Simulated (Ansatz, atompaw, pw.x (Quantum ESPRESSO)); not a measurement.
**From atom to crystal: PAW (atompaw) potential for boron**

atompaw 4.2.0.5 input, output lines left out:

```
B 5
GGA-PBE scalarrelativistic loggrid 1500 logderivrange -3 5 201
2 2 0 0 0 0
2 1 1
0 0 0
c
v
v
2
3.00 2.70 2.35 1.75
y
0.1
n
y
1.45
n
y
-0.1
n
bloechl besselshape
bessel
```

Atomic tests: cutoffs needed: 8 Ry and 10 Ry (the cutoffs (Ry, on a coarse ladder) from which the occupation-weighted sum of valence levels, in a spherical-Bessel basis at the reference potential, stays within 10 and 1 mRy of its value at 400 Ry); ghost test: no extra level below or beside the all-electron valence levels (s, p, d, f tested) (spherical-Bessel basis up to 400 Ry, 20 bohr box); lowest eigenvalue of the overlap operator: 0.64 (s channel).

Crystal test: fcc B in pw.x 7.5, no spin, 18³ k-points, Fermi–Dirac smearing 0.01 Ry, cutoffs 40/400 Ry. The reference is all-electron LAPW (Ansatz 0.2.0) with the same functional, mesh and smearing; V0 and B0 come from Birch–Murnaghan fits to the pressures at five volumes. Errors are pseudo minus all-electron; Δ is the rms difference of the E(V) curves that follow from these fits, minima aligned, over ±6 % about the mean V0. Mesh and smearing are coarse, so the numbers serve the comparison and aren't converged zero-temperature values; the lattice is a test structure that the element need not adopt.

All-electron: a0 = 2.867 Å (V0 = 5.89 Å³/atom), B0 = 270.8 GPa.

**Question.** How far does the potential miss the all-electron equation of state?

**Answer.** mean pressure error (GPa): +40.84. The pressure does not cross zero within the volumes sampled, so no fit is given. The largest radius (3.00 bohr) exceeds half the bond length (1.92 bohr), so the spheres overlap, which is one possible source of error among others. This is a poor potential for the solid.

```
V (Å³/atom)  P all-electron (GPa)  P pseudo (GPa)
      5.603                 14.83           66.79
      5.751                  6.76           52.39
      5.898                 -0.40           39.73
      6.045                 -6.74           28.60
      6.193                -12.37           18.81
```

**Question.** At the middle volume, how do free energy and pressure move when the wave cutoff is lowered (ecutrho held at 400 Ry)?

**Answer.**

```
cutoff (Ry)  shift of F (meV/atom)  shift of P (GPa)
         18                   +0.9             -0.13
         24                   +0.1             -0.00
         32                   +0.0             -0.00
```

The run at the middle volume (195 k-points, 6 iterations) took about 2.8 s on one core of a shared host (Intel(R) Xeon(R) 6975P-C, 192 threads, 1512 GiB, load 38).
